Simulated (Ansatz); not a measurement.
Crystal: Lu.

```
CELL_PARAMETERS angstrom
3.50310 0.00000 0.00000
-1.75155 3.03377 0.00000
0.00000 0.00000 5.55090
ATOMIC_POSITIONS crystal
Lu 0.66667 0.33333 0.75000
Lu 0.33333 0.66667 0.25000
```

Base run:

```yaml
Program: Ansatz 0.2.0
Functional: LDA
Potentials_or_basis: all-electron LAPW, scalar-relativistic
Cutoff: 173 eV
Density_cutoff: 692 eV
Basis_error_allowed: 0.001 eV/atom
k_mesh: 9 × 9 × 5
Occupations: fermi-dirac, width 0.05 eV
Spin: no spin polarisation
```

Its results: pressure -5.6 GPa.

The run is repeated on the same cell with these changes: functional from LDA to PBEsol. What comes out?

Pressure -3.0 GPa.

PBEsol binds less tightly than LDA, so the same cell stands under more pressure.

Not every run made on this cell is shown here.
